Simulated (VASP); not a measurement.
Set up this calculation in VASP 6.6.1, as an ASE script.

* Task: equation of state
* Functional: PW91
* Potentials or basis: VASP PAW PBE potentials, release 64 (I)
* Cutoff: 520 eV
* k mesh: 9 × 9 × 9
* Occupations: fermi-dirac, width 0.02 eV
* Spin: no spin polarisation
* Further INCAR settings: ALGO = Fast; EDIFF = 1.00e-06

The structure of I lies in I.cif:

```cif
data_I
_cell_length_a 3.64830248
_cell_length_b 3.54571097
_cell_length_c 3.64279817
_cell_angle_alpha 109.12447296
_cell_angle_beta 109.24633227
_cell_angle_gamma 109.57029773
_space_group_name_H-M_alt 'P1'
_space_group_name_Hall 'P 1'
_space_group_IT_number 1
loop_
_space_group_symop_operation_xyz
'x,y,z'
loop_
_atom_site_label
_atom_site_type_symbol
_atom_site_symmetry_multiplicity
_atom_site_Wyckoff_symbol
_atom_site_fract_x
_atom_site_fract_y
_atom_site_fract_z
_atom_site_occupancy
I1 I 1 a -0.0029170000 0.0053540000 0.0020240000 1
```

The real solid is made of molecules; this cell is a model form.

The cell isn't the ideal one: cell strained at random at fixed volume.

These files were run (other wordings do the same):

run.py

```python
from ase.calculators.vasp import Vasp
from ase.eos import EquationOfState
from ase.io import Trajectory
from ase.io import read
from ase.units import GPa

atoms = read('I.cif')
calc = Vasp(
    directory='calc',
    pp='PBE',
    setups='recommended',
    prec='Accurate',
    encut=520,
    ediff=1e-06,
    ismear=-1,
    sigma=0.02,
    lreal=False,
    lasph=True,
    nelm=80,
    algo='Fast',
    isif=2,
    lwave=False,
    lcharg=False,
    gga='91',
    kpts=[9, 9, 9],
    gamma=True,
)
atoms.calc = calc
cell = atoms.cell.copy()
volumes, energies = [], []
traj = Trajectory('eos.traj', 'w')
for x in [0.94, 0.96, 0.98, 1.0, 1.02, 1.04, 1.06]:
    atoms.set_cell(cell * x ** (1 / 3), scale_atoms=True)
    volumes.append(atoms.get_volume())
    energies.append(atoms.get_potential_energy())
    traj.write(atoms)
    print(f'{x:5.2f} {volumes[-1]:12.5f} {energies[-1]:14.6f}')

v0, e0, B = EquationOfState(volumes, energies, eos='sj').fit()
print(f'V0 = {v0:.4f} A^3, E0 = {e0:.6f} eV, B = {B / GPa:.2f} GPa')
```

Potentials or basis: VASP PAW PBE potentials, release 64 (I).

Launch:

```console
$ python run.py
```

It gave:

```
Equilibrium volume                        : 35.93 Å³/atom
Bulk modulus at fixed shape and positions : 24 GPa
Pressure derivative of the bulk modulus   : 5.5
```

Caveat: the cell was scaled at fixed shape and fractional positions, which overstates the stiffness of a crystal with free parameters, most of all of layers and chains; the PAW data sets were made with another functional, which shifts forces and pressure a little.

It took 4.5 min on 1 thread of AMD EPYC 9R45 96-Core Processor (Zen 5), on a shared host, peak memory 0.21 GiB.
